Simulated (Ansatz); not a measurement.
GaSb:

```
Sb Ga
1.0
     0.00000    3.05900    3.05900
     3.05900    0.00000    3.05900
     3.05900    3.05900    0.00000
Sb Ga
1 1
Cartesian
  4.5885 4.5885 4.5885
  0.0000 0.0000 0.0000
```

Base run:

```yaml
Program: Ansatz 0.2.0
Functional: PBE
Potentials_or_basis: Ansatz PAW
Cutoff: "420 eV (not typed: the program's choice for these potentials)"
k_mesh: 8 × 8 × 8
Occupations: fermi-dirac, width 0.05 eV
Spin: no spin polarisation
```

Its results: band gap on the k mesh none (metal or under the smearing width); pressure 2.3 GPa.

Q: After a change of settings the same cell gave: band gap on the k mesh 0.47 eV, direct; pressure 0.4 GPa. Which change was it?
A. functional from PBE to PBEsol
B. functional from PBE to RPBE
C. functional from PBE to r2SCAN; cutoff from 420 eV (not typed: the program's choice for these potentials) to 500 eV (not typed: the program's choice for these potentials)
D. functional from PBE to LDA

A: C.

r2SCAN gives the wider gap, since meta-GGAs in the generalised Kohn-Sham scheme recover part of the derivative discontinuity.

Caveats: spin-orbit coupling is left out, which moves the levels of the heavy elements; the PAW data sets come from PBE, with cores solved anew for the run's functional, which leaves a small shift of forces and pressure (some runs).
